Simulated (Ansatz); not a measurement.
**Be2C: one input, then a changed one**

The cell is COD entry 9009053, as deposited and not checked against the literature; nothing was relaxed.

First run: DFT, PBE, all-electron LAPW, scalar-relativistic (Ansatz 0.2.0).

Command: `ansatz run input.yaml --threads 1 --pin off --max-ram 4096MiB --backend cpu --events-out ev --progress --plain --runs-dir out` The run took 23 s on 1 thread of Intel(R) Xeon(R) Processor @ 2.50GHz (Skylake/Cascade Lake), on a shared host, peak memory 0.33 GiB.

```yaml
crystal:
  lattice:
    - [0.0, 2.165, 2.165]
    - [2.165, 0.0, 2.165]
    - [2.165, 2.165, 0.0]
  atoms:
    - { symbol: Be, position: [0.25, 0.25, 0.25] }
    - { symbol: Be, position: [0.75, 0.75, 0.75] }
    - { symbol: C, position: [0.0, 0.0, 0.0] }
kpoints:
  mp_grid: { grid: [14, 14, 14] }
scf:
  occupations: { method: fermi_dirac, width: 0.15 }
hamiltonian:
  xc: pbe
  pseudopotentials: { kind: all_electron, lapw: { basis_error: 0.0005 } }
output:
  forces: true
  stress: true
  eigenvalues: true
```

Result: converged; pressure -0.32 GPa; gap on the k mesh 1.17 eV; 6 SCF iterations.

A second input differs as follows:

```diff
@@ -12,6 +12,7 @@
 scf:
   occupations: { method: fermi_dirac, width: 0.15 }
+  max_iter: 75
 hamiltonian:
-  xc: pbe
+  xc: gga
   pseudopotentials: { kind: all_electron, lapw: { basis_error: 0.0005 } }
 output:
```

Q: What is wrong with it, and what does the program do?

A: The fault is an unknown functional. The run refused before any iteration. The log ends:
```
15 | hamiltonian:
16 |   xc: gga
   |       ^ hamiltonian.xc: unknown variant `gga`, expected one of `lda`, `lda-pw`, `pw92`, `pbe`, `pbesol`, `rpbe`, `revpbe`, `blyp`, `pbe0`, `revpbe0`, `b3lyp`, `b3lyp5`, `hse06`, `wpbeh`, `hiss`, `lc_wpbe`, `cam_b3lyp`, `hf`, `r2scan`, `r2scanh`, `r2scan0`, `r2scan50`, `mr2scan`
17 |   pseudopotentials: { kind: all_electron, lapw: { basis_error: 0.0005 }…
18 | output:
   |
```
